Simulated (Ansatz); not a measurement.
**A strain series on SrCl2 (CdI2 type): isotropic on every length**

SrCl2 built on the CdI2 prototype, relaxed with r2SCAN+rVV10 in Ansatz, then strained (isotropic on every length; changes of length per length, axes as in the cell below) with the atoms relaxed again within the symmetry that is left. It is trigonal, P-3m1 (No. 164); conventional cell a = 4.407 Å, c = 5.596 Å, 31.38 Å³ an atom. Sr is surrounded by 6 Cl at 2.90 Å; Cl is surrounded by 3 Sr at 2.90 Å. Simulation only: spin-unpolarised, and no claim that this is the phase found in nature.

```
CELL_PARAMETERS angstrom
4.40725 0.00000 0.00000
-2.20362 3.81679 0.00000
0.00000 0.00000 5.59606
ATOMIC_POSITIONS crystal
Sr 0.00000 0.00000 0.00000
Cl 0.33333 0.66667 0.24870
Cl 0.66667 0.33333 0.75130
```

Gaps are the least over each mesh (PBE 6×6×6, r2SCAN 6×6×6, HSE06 6×6×4 when unstrained) and the special points, which keep their unstrained names.

```csv
strain (%),"gap, PBE (eV)","gap, r2SCAN (eV)","gap, HSE06 (eV)","edges, HSE06"
-5.7,4.921,5.397,6.241,Γ → M
0.0,5.163,5.789,6.455,Γ
+3.0,5.002,5.629,6.286,Γ
```

Task: Estimate the row for a strain of +4.0 %.

Result:
```csv
strain (%),"gap, PBE (eV)","gap, r2SCAN (eV)","gap, HSE06 (eV)","edges, HSE06"
+4.0,4.950,5.579,6.232,Γ
```

With HSE06 the edges change from Γ → M (indirect) to Γ (direct) between -5.7 and 0.0 %. With r2SCAN the edges change from Γ → M (indirect) to Γ (direct) between -5.7 and 0.0 %. With PBE the edges change from Γ → M (indirect) to Γ (direct) between -5.7 and 0.0 %.

The meshes of the hybrids are coarse, so their gaps aren't converged to the digits shown.
